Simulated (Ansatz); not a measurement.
**Binding across the interface in twisted graphene bilayer, 27.80° (52 atoms)**

How much energy holds the two parts of twisted graphene bilayer, 27.80° (52 atoms) together, and how does it fall off with distance?

Program: Ansatz 0.2.0. Level of theory: Kohn-Sham DFT, PBE+D4, PAW (set soft_2), plane waves. Results are calculated unless marked as measured.

## (1) The starting structure

The cell holds 52 atoms: 52 C. Its edges and angles: a = 8.870 Å, b = 8.870 Å, c = 17.430 Å, α = 90.0°, β = 90.0°, γ = 120.0°. It derives from C (graphene). Graphene (a = 2.46 Å) under graphene (a = 2.46 Å), bilayer, commensurate cell of 13 unit cells a layer, twist 27.80 deg; facing planes 3.43 Å apart as built; 14 Å of vacuum; minimised with a classical potential. Regions: layer 1, 26 atoms (26 C); layer 2, 26 atoms (26 C). Vacuum lies along c.

## (2) Single point at the start

The forces at the start show how far the geometry lies from a minimum of this functional.

File input.yaml:

```yaml
crystal:
  lattice:
    - [8.8697, 0.0, 0.0]
    - [-4.43485, 7.68139, 0.0]
    - [0.0, 0.0, 17.43]
  atoms:
    - { symbol: C, position: [0.12821, 0.17949, 0.40246] }
    - { symbol: C, position: [0.17949, 0.05128, 0.40246] }
    - { symbol: C, position: [0.20513, 0.48718, 0.40247] }
    - { symbol: C, position: [0.25641, 0.35897, 0.40249] }
    - { symbol: C, position: [0.28205, 0.79487, 0.40247] }
    - { symbol: C, position: [0.33333, 0.66667, 0.40244] }
    - { symbol: C, position: [0.35897, 0.10256, 0.40249] }
    - { symbol: C, position: [0.41026, 0.97436, 0.40246] }
    - { symbol: C, position: [0.4359, 0.41026, 0.40246] }
    - { symbol: C, position: [0.48718, 0.28205, 0.40247] }
    - { symbol: C, position: [0.51282, 0.71795, 0.40247] }
    - { symbol: C, position: [0.5641, 0.58974, 0.40246] }
    - { symbol: C, position: [0.58974, 0.02564, 0.40246] }
    - { symbol: C, position: [0.64103, 0.89744, 0.40249] }
    - { symbol: C, position: [0.66667, 0.33333, 0.40244] }
    - { symbol: C, position: [0.71795, 0.20513, 0.40247] }
    - { symbol: C, position: [0.74359, 0.64103, 0.40249] }
    - { symbol: C, position: [0.79487, 0.51282, 0.40247] }
    - { symbol: C, position: [0.82051, 0.94872, 0.40246] }
    - { symbol: C, position: [0.87179, 0.82051, 0.40246] }
    - { symbol: C, position: [0.89744, 0.25641, 0.40249] }
    - { symbol: C, position: [0.94872, 0.12821, 0.40246] }
    - { symbol: C, position: [0.97436, 0.5641, 0.40246] }
    - { symbol: C, position: [0.02564, 0.4359, 0.40246] }
    - { symbol: C, position: [0.05128, 0.87179, 0.40246] }
    - { symbol: C, position: [0.10256, 0.74359, 0.40249] }
    - { symbol: C, position: [0.74359, 0.10256, 0.59751] }
    - { symbol: C, position: [0.79487, 0.28205, 0.59753] }
    - { symbol: C, position: [0.66667, 0.33333, 0.59756] }
    - { symbol: C, position: [0.71795, 0.51282, 0.59753] }
    - { symbol: C, position: [0.4359, 0.02564, 0.59754] }
    - { symbol: C, position: [0.48718, 0.20513, 0.59753] }
    - { symbol: C, position: [0.58974, 0.5641, 0.59754] }
    - { symbol: C, position: [0.64103, 0.74359, 0.59751] }
    - { symbol: C, position: [0.35897, 0.25641, 0.59751] }
    - { symbol: C, position: [0.41026, 0.4359, 0.59754] }
    - { symbol: C, position: [0.12821, 0.94872, 0.59754] }
    - { symbol: C, position: [0.17949, 0.12821, 0.59754] }
    - { symbol: C, position: [0.51282, 0.79487, 0.59753] }
    - { symbol: C, position: [0.5641, 0.97436, 0.59754] }
    - { symbol: C, position: [0.28205, 0.48718, 0.59753] }
    - { symbol: C, position: [0.33333, 0.66667, 0.59756] }
    - { symbol: C, position: [0.05128, 0.17949, 0.59754] }
    - { symbol: C, position: [0.10256, 0.35897, 0.59751] }
    - { symbol: C, position: [0.82051, 0.87179, 0.59754] }
    - { symbol: C, position: [0.87179, 0.05128, 0.59754] }
    - { symbol: C, position: [0.20513, 0.71795, 0.59753] }
    - { symbol: C, position: [0.25641, 0.89744, 0.59751] }
    - { symbol: C, position: [0.97436, 0.41026, 0.59754] }
    - { symbol: C, position: [0.02564, 0.58974, 0.59754] }
    - { symbol: C, position: [0.89744, 0.64103, 0.59751] }
    - { symbol: C, position: [0.94872, 0.82051, 0.59754] }
kpoints:
  mp_grid: { grid: [3, 3, 1] }
hamiltonian:
  xc: pbe
  dispersion: d4
scf:
  occupations: { method: fermi_dirac, width: 0.025 }
output:
  forces: true
```

Launch:

```
$ ansatz run input.yaml --threads 4 --pin off --max-ram 8192MiB --backend cpu --events-out ev --progress --plain --runs-dir out
```

Numbers of over 12 decimals in the logs are rounded to 6 here.

The program printed:

```text
Warning: the atoms were moved onto the symmetric positions of the space group found under crystal.symmetry.tolerance 1.0e-5 (fractional; no operation is sought that the atoms, as they stand in a round, miss by more than twice it, and no atom is moved by as much as it), and the run uses the moved positions. [...]
Engine: ansatz 0.2.0, aarch64-unknown-linux-gnu
Pseudopotentials: kind: paw
Pseudopotential: C, paw, valence charge 4, recommended cutoff 420 eV (normal), C.paw.azcp
[... 5 lines on functional and potentials left out ...]
Crystal: 52 atoms, lattice volume = 1187.534 Å³
Basis set: ecut = 420 eV, 23225 PW (Γ), exchange–correlation on 120×120×240 points (8 copies of the dense FFT grid, shifted against one another)
Bands: 156, of which v1, the nominal top of the filled ones, is band 104 counted from 1 (103 counted from 0)
Symmetry: 12 space group operations
Space group: P622 (ITA 177), of the structure as read, at distance tolerance 1.1e-4 Å
k-points: 3 of 9
[... 3 lines on functional and potentials left out ...]
Initial density: superposition of atomic densities (neutral atoms: chi_scale 0, normalization atom), corrected by the library's trained network
Initial wavefunctions: pseudopotential atomic-orbital guess
Functional: x = pbe(κ = 0.804, μ = 0.219515), c = pbe(β = 0.066725)
SCF iter   1: F=—  HF=-13055.656343 eV  |F-HF|=—  |Δ(HF+E_count)|=         —  Δρ=2.18e-3  dr2=6.89e-2  ethr=1.77e-3  ⟨swp⟩=12.0  Hψ=3110  notcnv=0  defer=87
preconditioner: auto → LDOS  [metal: Δε(μ)=0.000 eV  Ē_g=14.841 eV  σ=0.025 eV  W_gap=0.00  n_scr=172 (ndim 8)  ℏωp=15.5 eV  f_vac=0.597  D(μ)=17.78/eV (n_scr^D=86)  β→1.0]
SCF iter   2: F=—  HF=-13055.651546 eV  |F-HF|=—  |Δ(HF+E_count)|=   4.80e-3  Δρ=6.40e-4  dr2=5.08e-3  ethr=3.31e-5  ⟨swp⟩=2.3  Hψ=871  notcnv=0  defer=128
SCF iter   3: F=—  HF=-13055.654124 eV  |F-HF|=—  |Δ(HF+E_count)|=   2.58e-3  Δρ=1.98e-4  dr2=6.48e-4  ethr=2.44e-6  ⟨swp⟩=2.0  Hψ=588  notcnv=0  defer=128
SCF iter   4: F=—  HF=-13055.654328 eV  |F-HF|=—  |Δ(HF+E_count)|=   2.04e-4  Δρ=5.15e-5  dr2=6.24e-5  ethr=3.12e-7  ⟨swp⟩=2.0  Hψ=551  notcnv=0  defer=128
SCF iter   5: F=—  HF=-13055.654541 eV  |F-HF|=—  |Δ(HF+E_count)|=   2.13e-4  Δρ=1.15e-5  dr2=1.66e-6  ethr=3.00e-8  ⟨swp⟩=2.0  Hψ=654  notcnv=0  defer=128
SCF iter   6: F=-13055.654559 eV  HF=-13055.654558 eV  |F-HF|=5.44e-7  |Δ(HF+E_count)|=   1.72e-5  Δρ=1.97e-6  dr2=7.79e-8  ethr=4.81e-11  ⟨swp⟩=3.0  Hψ=1859  notcnv=0
SCF 1 converged in 6 iterations: F = -13055.654559 eV  dr2 = 7.79e-8
  greatest PAW one-centre occupation: 0.674 electrons in one spin orbital (limit 2), on the C atom at site 49 (counted from 0), in its partial waves of l = 0
SCF converged after 6 iterations
Free energy (F): -13055.654559 eV
Harris-Foulkes:  -13055.654558 eV  (|F-HF|=5.44e-7)
Internal energy: -13055.623752 eV  (E = F + TS)
E sigma→0 (E₀):  -13055.639156 eV
Entropy (-TS):   -0.030807 eV (-0.592 meV/atom)
Fermi energy:    0.076926 eV
--- Per-component energies (eV) ---
  E_band       = -1886.014162
  E_kinetic    = 4736.498610
  E_local      = -78739.362147  (includes V_loc(G=0)·N_el)
  E_nonlocal   = 1422.052652
  E_hartree    = 37071.419452
  E_xc         = -2498.211150
  E_vxc        = -3093.073083  (∫ρ·V_xc dr)
  E_paw        = -5166.862354  (= ΣΔE_a)
  E_vpaw       = -354.973001  (= ΣTr[D̂ρ^β])
  E_aug_tail   = 0.000399  (compensation charges beyond the density's cutoff)
  E_ewald      = 30126.106580
  E_disp       = -7.265794  (pairwise vdW)
  E_smearing   = -0.030807  (= −TS)
  E_closure    = -0.000000  (closes the sum)
  Σ components = -13055.654559   (vs F -13055.654559, Δ=0.00e0)
--- Forces (eV/Å), atoms counted from 1 ---
  atom   1  C      0.00339999     0.01006373    -0.00305266
  atom   2  C      0.01041544     0.00208739    -0.00305266
  atom   3  C     -0.01472824     0.00657814    -0.00373258
  atom   4  C     -0.00168986    -0.01443833     0.00213576
  atom   5  C      0.01306096     0.00946596    -0.00373258
  atom   6  C      0.00000000    -0.00000000    -0.00399742
  atom   7  C     -0.01334889    -0.00575571     0.00213576
  atom   8  C     -0.00237938    -0.01363848    -0.00176967
  atom   9  C      0.01062158    -0.00887984    -0.00176967
  atom  10  C     -0.00166728     0.01604410    -0.00373258
  atom  11  C      0.00166728    -0.01604410    -0.00373258
  atom  12  C     -0.01062158     0.00887984    -0.00176967
  atom  13  C      0.00237938     0.01363848    -0.00176967
  atom  14  C      0.01334889     0.00575571     0.00213576
[...]
atom  51  C     -0.00168986     0.01443833    -0.00213576
  atom  52  C      0.00339999    -0.01006373     0.00305266
  max |Σ_I F_I| component: 1.04e-17 eV/Å
```

It took 12 s on 4 threads of Arm Neoverse V2, shared host; peak memory 2.3 GiB.

The column dr2 measures how far the density is from self-consistency, as an energy; F and HF (Harris–Foulkes) agree once it is small.

The program notes that positions were snapped to a detected symmetry.

The r.m.s. force at the start is 0.0079 eV/Å.

## (3) Relaxation

With the cell held, the atoms are moved downhill towards a nearby minimum.

File input.yaml:

```yaml
crystal:
  lattice:
    - [8.8697, 0.0, 0.0]
    - [-4.43485, 7.68139, 0.0]
    - [0.0, 0.0, 17.43]
  atoms:
    [... the 52 atom lines of step 2 ...]
kpoints:
  mp_grid: { grid: [3, 3, 1] }
hamiltonian:
  xc: pbe
  dispersion: d4
scf:
  occupations: { method: fermi_dirac, width: 0.025 }
output:
  forces: true
relax:
  f_tol: 0.05
  max_steps: 120
```

The program printed:

```text
[...]
Crystal: 52 atoms, lattice volume = 1187.534 Å³
Basis set: ecut = 420 eV, 23225 PW (Γ), exchange–correlation on 120×120×240 points (8 copies of the dense FFT grid, shifted against one another)
Bands: 156, of which v1, the nominal top of the filled ones, is band 104 counted from 1 (103 counted from 0)
Symmetry: 12 space group operations
[...]
k-points: 3 of 9
[...]
SCF iter   1: F=—  HF=-13055.656342 eV  |F-HF|=—  |Δ(HF+E_count)|=         —  Δρ=2.18e-3  dr2=6.89e-2  ethr=1.77e-3  ⟨swp⟩=12.0  Hψ=3110  notcnv=0  defer=87
[...]
SCF iter   5: F=-13055.654559 eV  HF=-13055.654541 eV  |F-HF|=1.74e-5  |Δ(HF+E_count)|=   3.79e-5  Δρ=1.16e-5  dr2=1.72e-6  ethr=2.99e-8  ⟨swp⟩=2.0  Hψ=654  notcnv=0  defer=128
SCF iter   6: F=-13055.654559 eV  HF=-13055.654558 eV  |F-HF|=5.26e-7  |Δ(HF+E_count)|=   1.71e-5  Δρ=1.99e-6  dr2=8.36e-8  ethr=8.26e-10  ⟨swp⟩=1.0  Hψ=1226  notcnv=0
SCF 1 converged in 6 iterations: F = -13055.654559 eV  dr2 = 8.36e-8
[...]
relax step   1: F+E_penalty+E_count = -13055.65455876 eV  Δ(F+E_penalty+E_count) = +0.000e0 eV  max|allowed force component| = 1.605e-2 eV/Å  Δτ_max = 0.0000 Å  (6 SCF iters, dr2 threshold 6.25e-5 eV, accepted)
[...]
iter 1 solved again at ethr=5.11e-11 eV; its pass at ethr=3.10e-3 eV (dr2=1.06e-7 eV) is discarded
[...]
SCF iter   3: F=-13055.654559 eV  HF=-13055.654559 eV  |F-HF|=1.09e-8  |Δ(HF+E_count)|=   1.90e-7  Δρ=3.57e-7  dr2=2.56e-9  ethr=4.45e-12  ⟨swp⟩=2.0  Hψ=1208  notcnv=0
SCF 2 converged in 3 iterations: F = -13055.654559 eV  dr2 = 2.56e-9
[...]
relax step   2: F+E_penalty+E_count = -13055.65455880 eV  Δ(F+E_penalty+E_count) = -3.390e-8 eV  max|allowed force component| = 1.602e-2 eV/Å  Δτ_max = 0.0000 Å  (3 SCF iters, accepted)
SCF converged after 3 iterations
Free energy (F): -13055.654559 eV
[...]
Internal energy: -13055.623752 eV  (E = F + TS)
E sigma→0 (E₀):  -13055.639156 eV
Entropy (-TS):   -0.030807 eV (-0.592 meV/atom)
Fermi energy:    0.076949 eV
[...]
Σ components = -13055.654559   (vs F -13055.654559, Δ=0.00e0)
--- Forces (eV/Å), atoms counted from 1 ---
  atom   1  C      0.00341071     0.01009557    -0.00305546
  atom   2  C      0.01044838     0.00209402    -0.00305546
  atom   3  C     -0.01472269     0.00653297    -0.00370482
  atom   4  C     -0.00168765    -0.01443480     0.00214916
[...]
atom  52  C      0.00341071    -0.01009557     0.00305546
  max |Σ_I F_I| component: 1.04e-17 eV/Å
--- Relaxed structure (2 steps of the walk, 2 accepted, 0 SCFs on fresh bases) ---
  F+E_penalty+E_count = -13055.65455880 eV   max|allowed force component| = 1.602e-2 eV/Å
  atoms:
    - { symbol: C, position: [0.12821, 0.17949, 0.40246] }
    - { symbol: C, position: [0.17949, 0.051280, 0.40246] }
    - { symbol: C, position: [0.205130, 0.48718, 0.40247] }
    - { symbol: C, position: [0.25641, 0.35897, 0.40249] }
[...]
- { symbol: C, position: [0.94872, 0.82051, 0.59754] }
```

Elapsed: 20 s, on 4 threads; peak memory 2.3 GiB; 79 s of CPU time.

The relaxation converged after 2 steps, 0 eV below its start, with a largest force component of 0.016 eV/Å.

(Part 1 of 3 ends here.)

[Logs are printed without paths, hosts, clocks, repeated set-up lines and the standing remarks that a program may print on its own settings, such as how far it seeks lower states.]

[Hosts, paths, dates, database ids (printed as entryN), source tags and the programs' standing remarks are cut or masked in the printed files.]
